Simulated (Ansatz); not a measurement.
The system is Zr.

```
Zr
1.0
     3.23200    0.00000    0.00000
    -1.61600    2.79899    0.00000
     0.00000    0.00000    5.14700
Zr
2
Cartesian
  1.6160 0.9330 3.8603
  0.0000 1.8660 1.2868
```

Below is the output of Ansatz 0.2.0 for this cell. Logs are shortened: lines on timing, memory, paths and dates and some standing lists are left out, and cuts for length are marked.

```text
Warning: RAYON_NUM_THREADS=1 ignored (pool sized by the plan → 1); use --threads N
LAPW: plane waves up to 6.749 Å⁻¹, error target 1.0e-3 eV per atom; small_component_spin mean_spin; Zr in spheres of 1.589 Å, 22 of its electrons in bands, Dirac shells [] (how accurate: hamiltonian.pseudopotentials.lapw.basis_error, Limitations)
Engine: ansatz 0.2.0, aarch64-unknown-linux-gnu
Pseudopotentials: kind: all_electron
Pseudopotential: Zr, LAPW, valence charge 22, lapw/all_electron/scalar/gaussian/Zr, Koelling and Harmon's equation, gaussian nucleus
Functional definition: PBEsol
  exchange = pbesol_x
  correlation = pbesol_c
Crystal: 2 atoms, lattice volume = 46.562 Å³
Basis set: ecut = 173.545371011028 eV, 251 PW (Γ), exchange–correlation at level 2
Bands: 27, of which v1, the nominal top of the filled ones, is band 22 counted from 1 (21 counted from 0)
Symmetry: 24 space group operations
Space group: P63/mmc (ITA 194), of the structure as read, at distance tolerance 3.6e-5 Å
k-points: 36 of 405
Non-local potential: Zr, projectors of the file, none
Initial density: superposition of atomic densities (chi_scale 0.1, normalization cell)
Initial wavefunctions: plane waves of lowest kinetic energy (no species holds an atomic orbital)
Functional: x = pbesol(κ = 0.804, μ = 0.12345679012345678), c = pbesol(β = 0.046)
iter 1 solved again at ethr=3.51e-4 eV; its pass at ethr=1.00e-1 eV (dr2=1.55e-1 eV) is discarded
SCF iter   1: F=—  HF=-195744.050844 eV  |F-HF|=—  |Δ(HF+E_count)|=         —  Δρ=1.90e-2  dr2=1.56e-1  ethr=3.51e-4  ⟨swp⟩=2.7  Hψ=6467  notcnv=0
preconditioner: auto → Kerker (q_TF=auto, 2.703 Å⁻¹)  [metal: Δε(μ)=0.060 eV  Ē_g=3.801 eV  σ=0.050 eV  W_gap=0.28  n_scr=22 (ndim 8)  ℏωp=15.4 eV  f_vac=0.000  D(μ)=1.58/eV (n_scr^D=10)]
SCF iter   2: F=—  HF=-195743.870545 eV  |F-HF|=—  |Δ(HF+E_count)|=   1.80e-1  Δρ=1.09e-2  dr2=6.01e-2  ethr=3.51e-4  ⟨swp⟩=2.0  Hψ=3168  notcnv=0
SCF iter   3: F=—  HF=-195743.855535 eV  |F-HF|=—  |Δ(HF+E_count)|=   1.50e-2  Δρ=5.84e-3  dr2=1.89e-2  ethr=1.37e-4  ⟨swp⟩=2.0  Hψ=3008  notcnv=0
iter 4 solved again at ethr=3.72e-6 eV; its pass at ethr=4.30e-5 eV (dr2=1.64e-3 eV) is discarded
SCF iter   4: F=—  HF=-195743.852780 eV  |F-HF|=—  |Δ(HF+E_count)|=         —  Δρ=1.62e-3  dr2=1.64e-3  ethr=3.72e-6  ⟨swp⟩=2.0  Hψ=5010  notcnv=0
the basis was enlarged: its passes take 739.1 KiB over the memory plan, 1 of 1 planned eigensolver slots
SCF iter   5: F=—  HF=-195743.852520 eV  |F-HF|=—  |Δ(HF+E_count)|=   2.60e-4  Δρ=4.23e-4  dr2=1.04e-4  ethr=3.72e-6  ⟨swp⟩=2.0  Hψ=3010  notcnv=0
SCF iter   6: F=—  HF=-195743.852522 eV  |F-HF|=—  |Δ(HF+E_count)|=   2.00e-6  Δρ=1.60e-4  dr2=1.59e-5  ethr=2.36e-7  ⟨swp⟩=2.0  Hψ=3010  notcnv=0
SCF iter   7: F=—  HF=-195743.852521 eV  |F-HF|=—  |Δ(HF+E_count)|=   9.43e-7  Δρ=2.18e-5  dr2=3.36e-7  ethr=3.61e-8  ⟨swp⟩=2.0  Hψ=3010  notcnv=0
SCF iter   8: F=-195743.852521 eV  HF=-195743.852521 eV  |F-HF|=9.58e-9  |Δ(HF+E_count)|=   3.75e-8  Δρ=7.92e-6  dr2=3.11e-8  ethr=7.64e-10  ⟨swp⟩=2.1  Hψ=3015  notcnv=0
SCF 1 converged in 8 iterations: F = -195743.852521 eV  dr2 = 3.11e-8
NSCF: frozen V_eff on 71 k-points
SCF converged after 8 iterations
Free energy (F): -195743.852521 eV
Harris-Foulkes:  -195743.852521 eV  (|F-HF|=9.58e-9)
Internal energy: -195743.835829 eV  (E = F + TS)
E sigma→0 (E₀):  -195743.844175 eV
Entropy (-TS):   -0.016692 eV (-8.346 meV/atom)
Fermi energy:    15.654104 eV
--- Per-component energies (eV) ---
  E_band       = -3214.289222
  E_kinetic    = 202165.301154
  E_xc         = -6109.404617
  E_electrostatic = -391799.732366  (all electrons and nuclei)
  E_smearing   = -0.016692  (= −TS)
  E_closure    = 0.000000  (closes the sum)
  E_atoms      = -195728.168184  (free atoms, spherical and without spin; not in F)
  Σ components = -195743.852521   (vs F -195743.852521, Δ=0.00e0)
  Basis errors (estimates in eV, not in F): energy 1.7e-4 per atom: plane waves 1.3e-4 (6.5e-5 summed), levels above the bands 8.2e-20, relativity 1.8e-8, radial functions 4.0e-5, core shells 6.1e-7; eigenvalues (radial functions only) 8.4e-7; not estimated: angular momenta, meshes, grids; target (lapw.basis_error) 1.0e-3; muffin-tin radii Zr 1.589 Å
--- Forces (eV/Å), atoms counted from 1 ---
  atom   1  Zr     0.00000000    -0.00000000     0.00000000
  atom   2  Zr     0.00000000     0.00000000     0.00000000
  max |Σ_I F_I| component: 7.40e-17 eV/Å
--- Stress (GPa, compression-positive) ---
       -3.542860       0.000000       0.000000
        0.000000      -3.542860       0.000000
        0.000000       0.000000      -2.694126
  P = ⅓ Tr σ = -3.2599 GPa (-32.599 kbar)
--- Band table (eV; the first three rows and the last of 36) ---
  k-point 0: bands = ["-153.0658", "-153.0658", "-153.0658", "-153.0658", "-153.0633", "-153.0633", "-153.0410", "-153.0410", "-153.0410", "-153.0410", "-33.0846", "-32.9281", "-11.6435", "-10.7654", "-10.7654", "-10.6247", "-10.6221", "-10.6221", "9.9744", "12.6027", "16.4982", "16.4982", "16.6525", "16.8277", "17.1929", "17.1929", "17.7686"]
  k-point 1: bands = ["-153.0658", "-153.0658", "-153.0658", "-153.0658", "-153.0633", "-153.0633", "-153.0410", "-153.0410", "-153.0410", "-153.0410", "-33.0699", "-32.9433", "-11.5521", "-10.7518", "-10.7518", "-10.7286", "-10.6359", "-10.6359", "10.3049", "12.5614", "16.2801", "16.3598", "16.3598", "16.4030", "16.9601", "16.9601", "18.2386"]
  k-point 2: bands = ["-153.0658", "-153.0658", "-153.0658", "-153.0658", "-153.0633", "-153.0633", "-153.0410", "-153.0410", "-153.0410", "-153.0410", "-33.0312", "-32.9828", "-11.3075", "-10.9934", "-10.7162", "-10.7162", "-10.6719", "-10.6719", "11.1728", "12.1353", "15.6698", "15.8788", "16.3156", "16.3156", "16.5526", "16.5526", "19.1550"]
  k-point 35: bands = ["-153.0658", "-153.0658", "-153.0658", "-153.0658", "-153.0633", "-153.0633", "-153.0410", "-153.0410", "-153.0410", "-153.0410", "-32.9107", "-32.9107", "-11.3955", "-11.3955", "-11.2235", "-11.1229", "-10.8004", "-10.8004", "14.1748", "14.2003", "14.2003", "14.4845", "15.6397", "15.6397", "17.4489", "18.0891", "20.0575"]
```

Q: Write the input and the command behind it.

A: Band structure with PBEsol, no spin polarisation. The files as run (others can give the same):

input.yaml
```yaml
crystal:
  lattice:
    - [3.232, 0.0, 0.0]
    - [-1.616, 2.798994105, 0.0]
    - [0.0, 0.0, 5.147]
  atoms:
    - { symbol: Zr, position: [0.6666666667, 0.3333333333, 0.75] }
    - { symbol: Zr, position: [0.3333333333, 0.6666666667, 0.25] }
kpoints:
  mp_grid: { grid: [9, 9, 5] }
  band_path:
    path:
      - [0.0, 0.0, 0.0]
      - [0.5, 0.0, 0.0]
      - [0.3333333333, 0.3333333333, 0.0]
      - [0.0, 0.0, 0.0]
      - [0.0, 0.0, 0.5]
      - [0.5, 0.0, 0.5]
      - [0.3333333333, 0.3333333333, 0.5]
      - [0.0, 0.0, 0.5]
    npoints: 10
scf:
  occupations: { method: fermi_dirac, width: 0.05 }
hamiltonian:
  xc: pbesol
  pseudopotentials: { kind: all_electron, lapw: { basis_error: 0.001 } }
output:
  forces: true
  stress: true
  eigenvalues: true
```

Potentials or basis: all-electron LAPW, scalar-relativistic.
Launch:
```bash
$ ansatz run input.yaml --threads 1 --pin off --max-ram 3072MiB --backend cpu --events-out ev --progress --plain --runs-dir out
```
